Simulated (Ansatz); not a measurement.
# NiO: constraining the magnetisation

Wanted: the fixed-spin-moment curve of NiO at one geometry. System: NiO, the deposited crystal structure (space group Fm-3m); the cell holds 2 atoms. Source: COD entry 1010095, which need not be the ambient phase.

Method: DFT r2SCAN, PAW, plane waves, scalar-relativistic, in Ansatz 0.2.0.

### Step 1. The system as given

It takes space group Fm-3m (No. 225, cubic). The conventional cell has a = 4.180 Å, b = 4.180 Å, c = 4.180 Å, α = 90.00°, β = 90.00°, γ = 90.00°. Around Ni (site symmetry m-3m) lie 6 O at 2.09 Å. O (site symmetry m-3m) has 6 Ni at 2.09 Å as nearest neighbours.

As a file:

```
Ni O
1.0
     0.00000    2.09000    2.09000
     2.09000    0.00000    2.09000
     2.09000    2.09000    0.00000
Ni O
1 1
Direct
  0.50000 0.50000 0.50000
  0.00000 0.00000 0.00000
```

Atoms are counted from 1 in the order of input.yaml (O2 and so on).

Each fixed run starts with its moment spread in parallel over the d and f atoms; the search for lower states is off.

Site moments are integrals over atomic spheres and don't add up to the total.

### Step 2. Usual moment, free total moment

input.yaml reads:

```yaml
crystal:
  lattice:
    - [0.0, 2.09, 2.09]
    - [2.09, 0.0, 2.09]
    - [2.09, 2.09, 0.0]
  atoms:
    - { symbol: Ni, position: [0.5, 0.5, 0.5], spin: 2.0 }
    - { symbol: O, position: [0.0, 0.0, 0.0] }
magnetization:
  spin_polarized: true
hamiltonian:
  xc: r2scan
  pseudopotentials: { kind: paw }
basis:
  ecutwfc: 500
kpoints:
  mp_grid: { grid: [9, 9, 9] }
scf:
  occupations: { method: fermi_dirac, width: 0.05 }
  lower_state_search: "off"
output:
  forces: true
  stress: true
  write_density: true
  write_potential: true
  elf: true
  volumetric_format: npy
```

Started as:

```sh
> ansatz run input.yaml --threads 2 --pin off --max-ram 5120MiB --backend cpu --events-out ev --progress --plain --runs-dir out
```

Log:

```text
Engine: ansatz 0.2.0, aarch64-unknown-linux-gnu
Pseudopotentials: kind: paw
Pseudopotential: Ni, paw, valence charge 18, recommended cutoff 500 eV (meta_gga), Ni.paw.azcp
Pseudopotential: O, paw, valence charge 6, recommended cutoff 500 eV (meta_gga), O.paw.azcp
Functional definition: r2SCAN
  parameter k0 = 0.174
  parameter k1 = 0.065
  parameter a1 = 4.9479
  exchange = r2scan_x(k0 = k0, k1 = k1, a1 = a1)
  correlation = r2scan_c
Crystal: 2 atoms, lattice volume = 18.259 Å³
Basis set: ecut = 500 eV, 459 PW (Γ), exchange–correlation on 96×96×96 points (64 copies of the dense FFT grid, shifted against one another)
Bands: 17, of which v1, the nominal top of the filled ones, is band 12 counted from 1 (11 counted from 0)
Symmetry: 48 space group operations
Space group: Fm-3m (ITA 225), of the structure as read, at distance tolerance 2.6e-5 Å
Magnetic group: BNS 225.116 (UNI 1618), of the structure as read, at distance tolerance 2.6e-5 Å
k-points: 35 of 729
Non-local potential: Ni, projectors of the file, l = 0: 3, l = 1: 2, l = 2: 3, l = 3: 1
Non-local potential: O, projectors of the file, l = 0: 2, l = 1: 2, l = 2: 1
PAW form: soft (Blöchl's): semilocal exchange-correlation on the pseudo side does not see the compensation charge
PAW frozen core: Ni, regenerated for the run's functional (the file was generated under x = pbe(κ = 0.804, μ = 0.2195149727645171), c = pbe(β = 0.06672455060314922))
PAW frozen core: O, regenerated for the run's functional (the file was generated under x = pbe(κ = 0.804, μ = 0.2195149727645171), c = pbe(β = 0.06672455060314922))
PAW one-centre angular grid: Ni, 590 points (default); XC on 160 Gauss nodes
PAW one-centre angular grid: O, 302 points (default); XC on 160 Gauss nodes
Initial density: superposition of atomic densities (chi_scale 0.1, normalization cell, long waves kept (reshape's long-wave potential 0.00 eV rms))
Starting moments: Σ|m| = 2 μB on 1 of 2 sites
Initial wavefunctions: pseudopotential atomic-orbital guess
Functional: x = r2scan, c = r2scan; τ floored in thin density (d = 2e-4 eV/Å³)
SCF iter   1: F=-6392.868251 eV  HF=-6415.192362 eV  |F-HF|=2.23e1  |Δ(HF+E_count)|=         —  Δρ=3.68e-1 (↑9.18e-2 ↓3.68e-1)  dr2=2.52e1  dr2_τ=1.06e-1  dr2_m=4.33e0  M=0.610 μB ∫|m|=0.613 μB  β_m=0.30  ethr=3.10e-3  ⟨swp⟩=5.3  Hψ=5438  notcnv=0
preconditioner: auto → none  [insulator: Δε(μ)=0.119 eV  Ē_g=16.353 eV  σ=0.050 eV  W_gap=0.51  n_scr=8 (ndim 8)  ℏωp=34.8 eV  f_vac=0.000  D(μ)=1.04/eV (n_scr^D=14)  ε∞_Penn≈5.5]
SCF iter   2: F=-6402.591957 eV  HF=-6415.299692 eV  |F-HF|=1.27e1  |Δ(HF+E_count)|=   1.07e-1  Δρ=1.72e-1 (↑1.50e-1 ↓1.72e-1)  dr2=1.29e1  dr2_τ=3.25e-1  dr2_m=2.32e-1  M=2.042 μB ∫|m|=2.069 μB  β_m=0.30  ethr=3.10e-3  ⟨swp⟩=4.1  Hψ=3928  notcnv=0  defer=15  κ⁻¹=1.0e0(r=1)
SCF iter   3: F=-6412.613423 eV  HF=-6412.894046 eV  |F-HF|=2.81e-1  |Δ(HF+E_count)|=    2.41e0  Δρ=7.43e-2 (↑5.62e-2 ↓7.43e-2)  dr2=1.12e0  dr2_τ=3.36e-2  dr2_m=2.51e-1  M=1.997 μB ∫|m|=2.008 μB  β_m=1.20  ethr=3.10e-3  ⟨swp⟩=3.0  Hψ=3452  notcnv=0
Mixer restart at iter 3: flushing history
spin-set hold released at iteration 3 (the charge has settled, or the pull on large starting moments outlasts its swing): the magnetisation degrees of freedom join the quasi-Newton model from the next iteration; the mixer history was flushed
SCF iter   4: F=-6413.303683 eV  HF=-6412.803288 eV  |F-HF|=5.00e-1  |Δ(HF+E_count)|=   9.08e-2  Δρ=3.29e-2 (↑3.24e-2 ↓3.29e-2)  dr2=1.73e-1  dr2_τ=1.34e-2  dr2_m=2.69e-2  M=1.968 μB ∫|m|=1.993 μB  β_m=1.20  ethr=3.10e-3  ⟨swp⟩=2.5  Hψ=3332  notcnv=0  defer=22  κ⁻¹=1.0e0(r=1)
SCF iter   5: F=-6413.405791 eV  HF=-6413.078278 eV  |F-HF|=3.28e-1  |Δ(HF+E_count)|=   2.75e-1  Δρ=2.24e-2 (↑2.03e-2 ↓2.24e-2)  dr2=5.17e-2  dr2_τ=2.03e-3  dr2_m=3.66e-3  M=1.996 μB ∫|m|=2.023 μB  β_m=1.20  ethr=7.20e-4  ⟨swp⟩=2.2  Hψ=2785  notcnv=0  defer=25  κ⁻¹=3.4e-2(r=2)
SCF iter   6: F=-6413.425694 eV  HF=-6413.280906 eV  |F-HF|=1.45e-1  |Δ(HF+E_count)|=   2.03e-1  Δρ=1.38e-2 (↑1.33e-2 ↓1.38e-2)  dr2=2.06e-2  dr2_τ=9.30e-4  dr2_m=1.89e-4  M=1.999 μB ∫|m|=2.024 μB  β_m=1.20  ethr=2.15e-4  ⟨swp⟩=2.6  Hψ=2588  notcnv=0  defer=25  κ⁻¹=6.1e-3(r=3)
SCF iter   7: F=-6413.438058 eV  HF=-6413.423885 eV  |F-HF|=1.42e-2  |Δ(HF+E_count)|=   1.43e-1  Δρ=4.27e-3 (↑4.27e-3 ↓3.74e-3)  dr2=1.96e-3  dr2_τ=1.05e-4  dr2_m=7.63e-5  M=2.000 μB ∫|m|=2.020 μB  β_m=1.20  ethr=8.59e-5  ⟨swp⟩=2.4  Hψ=2669  notcnv=0  defer=25  κ⁻¹=1.1e-3(r=4)
SCF iter   8: F=-6413.439219 eV  HF=-6413.438846 eV  |F-HF|=3.73e-4  |Δ(HF+E_count)|=   1.50e-2  Δρ=1.24e-3 (↑6.65e-4 ↓1.24e-3)  dr2=3.67e-4  dr2_τ=3.94e-6  dr2_m=2.18e-5  M=2.000 μB ∫|m|=2.018 μB  β_m=1.20  ethr=8.18e-6  ⟨swp⟩=2.0  Hψ=2949  notcnv=0  defer=31  κ⁻¹=8.4e-5(r=5)
SCF iter   9: F=-6413.439288 eV  HF=-6413.439260 eV  |F-HF|=2.70e-5  |Δ(HF+E_count)|=   4.15e-4  Δρ=3.88e-4 (↑2.37e-4 ↓3.88e-4)  dr2=5.93e-5  dr2_τ=5.01e-7  dr2_m=1.72e-6  M=2.000 μB ∫|m|=2.018 μB  β_m=1.20  ethr=1.53e-6  ⟨swp⟩=2.6  Hψ=2151  notcnv=0  defer=31  κ⁻¹=1.6e-5(r=6)
SCF iter  10: F=-6413.439310 eV  HF=-6413.439301 eV  |F-HF|=8.50e-6  |Δ(HF+E_count)|=   4.10e-5  Δρ=8.56e-5 (↑6.02e-5 ↓8.56e-5)  dr2=2.34e-6  dr2_τ=5.86e-8  dr2_m=1.13e-7  M=2.000 μB ∫|m|=2.017 μB  β_m=1.20  ethr=2.47e-7  ⟨swp⟩=2.0  Hψ=1846  notcnv=0  defer=31  κ⁻¹=1.0e-6(r=7)
SCF iter  11: F=-6413.439311 eV  HF=-6413.439308 eV  |F-HF|=3.34e-6  |Δ(HF+E_count)|=   6.66e-6  Δρ=3.38e-5 (↑2.71e-5 ↓3.38e-5)  dr2=1.47e-7  dr2_τ=1.43e-8  dr2_m=2.46e-8  M=2.000 μB ∫|m|=2.017 μB  β_m=1.20  ethr=9.75e-9  ⟨swp⟩=2.2  Hψ=1949  notcnv=0  defer=31  κ⁻¹=6.1e-8(r=8)
SCF iter  12: F=-6413.439312 eV  HF=-6413.439311 eV  |F-HF|=7.58e-7  |Δ(HF+E_count)|=   2.92e-6  Δρ=1.40e-5 (↑1.40e-5 ↓1.27e-5)  dr2=2.45e-8  dr2_τ=1.98e-9  dr2_m=2.20e-9  M=2.000 μB ∫|m|=2.017 μB  β_m=1.20  ethr=4.17e-10  ⟨swp⟩=10.3  Hψ=9056  notcnv=0  κ⁻¹=9.8e-8(r=8)
SCF iter  13: F=-6413.439312 eV  HF=-6413.439312 eV  |F-HF|=7.52e-8  |Δ(HF+E_count)|=   7.62e-7  Δρ=5.12e-6 (↑3.41e-6 ↓5.12e-6)  dr2=7.05e-9  dr2_τ=7.07e-11  dr2_m=4.81e-10  M=2.000 μB ∫|m|=2.017 μB  ethr=1.02e-10  ⟨swp⟩=8.7  Hψ=7766  notcnv=0
SCF 1 converged in 13 iterations: F = -6413.439312 eV  dr2 = 7.05e-9
this state was not tested for a lower state beside it, because the mixer in use, unlike msr1, does not test its closes by its own steps (another_mixer; see scf.mixing.algorithm and scf.lower_state_search)
SCF converged after 13 iterations
Magnetization: 2.0000 μB (13.0000 up, 11.0000 down)
Absolute magnetization: 2.0152 μB (∫|ρ↑−ρ↓|, with the PAW one-centre terms)
Spin contamination: 0.0025 ħ² per cell (⟨S²⟩ above its minimum at these occupations)
Per-site moments (μB) at R_I (Å): [(1.6683077998592721, 0.8621249999999999), (0.28589520657296674, 0.8621249999999999)]
Free energy (F): -6413.439312 eV
Harris-Foulkes:  -6413.439312 eV  (|F-HF|=7.52e-8)
Internal energy: -6413.439309 eV  (E = F + TS)
E sigma→0 (E₀):  -6413.439310 eV
Entropy (-TS):   -0.000003 eV (-0.001 meV/atom)
Fermi energy:    14.421247 eV
--- Per-component energies (eV) ---
  E_band       = -362.184468
  E_kinetic    = 451.503849
  E_local      = -4004.880595  (includes V_loc(G=0)·N_el)
  E_nonlocal   = 696.610455
  E_hartree    = 1650.217300
  E_xc         = -149.872927
  E_vxc        = -218.039663  (∫ρ·V_xc dr)
  E_paw        = -1808.269918  (= ΣΔE_a)
  E_vpaw       = -602.233779  (= ΣTr[D̂ρ^β])
  E_aug_tail   = 0.000989  (compensation charges beyond the density's cutoff)
  E_vtau       = 14.425421  (kinetic-family band-sum trace: ∫τ·v_τ [+ j·A + Jᵃ·Aᵃ] dr)
  E_ewald      = -3248.416454
  E_core_change = -0.332010  (= ΣΔE_core)
  E_smearing   = -0.000003  (= −TS)
  E_closure    = 0.000000  (closes the sum)
  Σ components = -6413.439312   (vs F -6413.439312, Δ=0.00e0)
--- Forces (eV/Å), atoms counted from 1 ---
  atom   1  Ni     0.00000000    -0.00000000     0.00000000
  atom   2  O     -0.00000000     0.00000000     0.00000000
  max |Σ_I F_I| component: 6.93e-29 eV/Å
--- Stress (GPa, compression-positive) ---
        1.349434      -0.000000      -0.000000
        0.000000       1.349434      -0.000000
        0.000000      -0.000000       1.349434
  P = ⅓ Tr σ = 1.3494 GPa (13.494 kbar)
--- Band table (eV; the first three rows and the last of 70) ---
  k-point 0 ↑: bands = ["-94.7312", "-53.6176", "-53.6176", "-53.6176", "-7.1161", "10.0364", "10.0364", "10.9167", "10.9167", "10.9167", "11.1754", "11.1754", "11.1754", "16.1029", "32.6919", "33.6052", "33.6052"]
  k-point 1 ↑: bands = ["-94.7310", "-53.6209", "-53.6181", "-53.6181", "-6.9796", "9.4742", "9.4742", "9.9043", "10.9072", "10.9072", "11.4138", "11.8661", "11.8661", "16.9467", "30.1943", "33.1591", "33.1591"]
  k-point 2 ↑: bands = ["-94.7303", "-53.6291", "-53.6192", "-53.6192", "-6.6131", "8.2625", "8.6807", "8.6807", "11.0949", "11.0949", "11.6403", "12.7833", "12.7833", "18.5334", "27.4883", "31.5579", "31.5579"]
  k-point 34 ↓: bands = ["-91.5902", "-50.6478", "-50.6438", "-50.6361", "-5.0035", "8.0140", "8.5883", "9.3409", "12.4959", "12.7274", "12.8888", "15.7272", "16.4422", "23.9470", "25.6728", "26.1165", "29.3078"]
```

Run time: 4.2 s. Hardware: 2 threads of Arm Neoverse V1, shared host; peak memory 0.34 GiB.

Site moments Ni1 1.67, O2 0.29 μB, total 2.00 μB.

The maps below are laid out on this run's own conventional cell (a, b, c = 4.180, 4.180, 4.180 Å).

Density in a lattice plane of the grid's cell (edges 4.18 and 4.18 Å, at 0.000 of the third edge), which holds Ni and O. It is the smooth density of the valence electrons, not physical close to the nuclei.

Values in e/Å³, 12 rows by 12 columns:
```
 5.07  3.10  0.94  0.38  1.26  8.87 20.93  8.83  1.26  0.38  0.94  3.12
 1.42  0.94  0.40  0.23  0.39  1.26  2.08  1.26  0.39  0.22  0.41  0.94
 0.48  0.38  0.23  0.15  0.23  0.38  0.48  0.38  0.22  0.15  0.22  0.38
 2.08  1.26  0.39  0.23  0.40  0.94  1.42  0.94  0.41  0.22  0.39  1.26
20.93  8.87  1.26  0.38  0.94  3.10  5.07  3.12  0.94  0.38  1.26  8.83
50.78 20.93  2.08  0.48  1.42  5.07  7.55  5.07  1.42  0.48  2.08 20.93
20.93  8.83  1.26  0.38  0.94  3.12  5.07  3.10  0.94  0.38  1.26  8.87
 2.08  1.26  0.39  0.22  0.41  0.94  1.42  0.94  0.40  0.23  0.39  1.26
 0.48  0.38  0.22  0.15  0.22  0.38  0.48  0.38  0.23  0.15  0.23  0.38
 1.42  0.94  0.41  0.22  0.39  1.26  2.08  1.26  0.39  0.23  0.40  0.94
 5.07  3.12  0.94  0.38  1.26  8.83 20.93  8.87  1.26  0.38  0.94  3.10
 7.55  5.07  1.42  0.48  2.08 20.93 50.78 20.93  2.08  0.48  1.42  5.07
```
Columns run along the first of these edges and rows up along the second, over one cell in 12 and 12 even steps from the bottom left corner. Atoms in the plane (fractional): Ni at (0.00, 0.50), Ni at (0.50, 0.00), O at (0.00, 0.00), O at (0.50, 0.50).

Spin density (up less down) in a lattice plane of the grid's cell (edges 4.18 and 4.18 Å, at 0.000 of the third edge), which holds Ni and O.

Values in e/Å³, 12 rows by 12 columns:
```
0.34 0.19 0.03 0.02 0.18 0.81 3.24 0.84 0.18 0.02 0.03 0.19
0.05 0.03 0.01 0.00 0.02 0.18 0.67 0.18 0.02 0.00 0.00 0.03
0.05 0.02 0.00 0.00 0.00 0.02 0.05 0.02 0.00 0.00 0.00 0.02
0.67 0.18 0.02 0.00 0.01 0.03 0.05 0.03 0.00 0.00 0.02 0.18
3.24 0.81 0.18 0.02 0.03 0.19 0.34 0.19 0.03 0.02 0.18 0.84
5.89 3.24 0.67 0.05 0.05 0.34 0.54 0.34 0.05 0.05 0.67 3.24
3.24 0.84 0.18 0.02 0.03 0.19 0.34 0.19 0.03 0.02 0.18 0.81
0.67 0.18 0.02 0.00 0.00 0.03 0.05 0.03 0.01 0.00 0.02 0.18
0.05 0.02 0.00 0.00 0.00 0.02 0.05 0.02 0.00 0.00 0.00 0.02
0.05 0.03 0.00 0.00 0.02 0.18 0.67 0.18 0.02 0.00 0.01 0.03
0.34 0.19 0.03 0.02 0.18 0.84 3.24 0.81 0.18 0.02 0.03 0.19
0.54 0.34 0.05 0.05 0.67 3.24 5.89 3.24 0.67 0.05 0.05 0.34
```
Columns run along the first of these edges and rows up along the second, over one cell in 12 and 12 even steps from the bottom left corner. Atoms in the plane (fractional): Ni at (0.00, 0.50), Ni at (0.50, 0.00), O at (0.00, 0.00), O at (0.50, 0.50).

(Part 1 of 2 ends here.)
